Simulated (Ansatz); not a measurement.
Computed with DFT PBE, scalar-relativistic, plane waves, PAW in Ansatz. Cutoff 420 eV, Γ-centred meshes of about 0.25 Å⁻¹ or finer for metals and 0.3 Å⁻¹ for insulators (2π included), Gaussian smearing. No spin polarisation.

Temperature and zero-point effects are left out.

Two forms of MgZn4O were relaxed alike.

A.

```yaml
crystal:
  lattice:
    - [2.88191, 0.00000, 0.00000]
    - [0.00000, 2.88191, 0.00000]
    - [0.00000, 0.00000, 20.50865]
  atoms:
    - { symbol: Mg, position: [0.00000, 0.50000, 0.94554] }
    - { symbol: Mg, position: [0.50000, 0.00000, 0.05446] }
    - { symbol: Zn, position: [0.00000, 0.50000, 0.72664] }
    - { symbol: Zn, position: [0.50000, 0.00000, 0.63616] }
    - { symbol: Zn, position: [0.00000, 0.50000, 0.54497] }
    - { symbol: Zn, position: [0.50000, 0.00000, 0.81415] }
    - { symbol: Zn, position: [0.00000, 0.50000, 0.18585] }
    - { symbol: Zn, position: [0.50000, 0.00000, 0.27336] }
    - { symbol: Zn, position: [0.00000, 0.50000, 0.36384] }
    - { symbol: Zn, position: [0.50000, 0.00000, 0.45504] }
    - { symbol: O, position: [0.00000, 0.50000, 0.05376] }
    - { symbol: O, position: [0.50000, 0.00000, 0.94624] }
```

B.

```yaml
crystal:
  lattice:
    - [3.00716, 0.00000, 0.00000]
    - [-1.50358, 2.60428, 0.00000]
    - [0.00000, 0.00000, 11.18496]
  atoms:
    - { symbol: Mg, position: [0.33333, 0.66667, 0.11171] }
    - { symbol: Zn, position: [0.66667, 0.33333, 0.87830] }
    - { symbol: Zn, position: [0.33333, 0.66667, 0.51313] }
    - { symbol: Zn, position: [0.00000, 0.00000, 0.69784] }
    - { symbol: Zn, position: [0.00000, 0.00000, 0.32654] }
    - { symbol: O, position: [0.00000, 0.00000, 0.02249] }
```

Question: Which form is favoured at zero pressure, and by what margin per atom?

Answer: A is lower, by 193 meV/atom. A has space group P4/nmm (No. 129), 14.2 Å³/atom and no gap on its mesh; B has space group P3m1 (No. 156), 14.6 Å³/atom and no gap. Counting Mg or Zn atoms around O (for each partner element, those within 1.25 times its shortest distance or 1.15 times the sum of covalent radii, where it is the nearest in units of that sum or under 1.3; a plus sign parts groups by distance over the sum of covalent radii), A has O 5 and B has O 3+3. In A, around Mg lie 4 O at 2.04 Å, 1 O at 2.22 Å, 8 Mg at 2.88–3.02 Å and 4 Zn at 3.38 Å; Zn on its first site has 12 Zn at 2.72–2.88 Å; around O lie 4 Mg at 2.04 Å, 1 Mg at 2.22 Å and 1 Zn at 2.71 Å; 3 more sites not described. In B, Mg has 3 O at 2.00 Å, 6 Zn at 2.96–3.14 Å and 6 Mg at 3.01 Å; Zn on its first site has 3 O at 2.37 Å, 3 Zn at 2.66 Å, 6 Zn at 3.01 Å and 3 Mg at 3.14 Å; around O lie 3 Mg at 2.00 Å, 3 Zn at 2.37 Å, 6 O at 3.01 Å and 1 Zn at 3.40 Å; 3 more sites not described. Both come from trial cells of a structure search.

Trial moments fell under 0.15 μB along the way in P4/nmm and P3m1; another start might hold them. With atoms moved at random, A ended within 5 meV/atom of its own energy, in a cell of lower symmetry. Other cells relaxed within their symmetry can be saddle points.
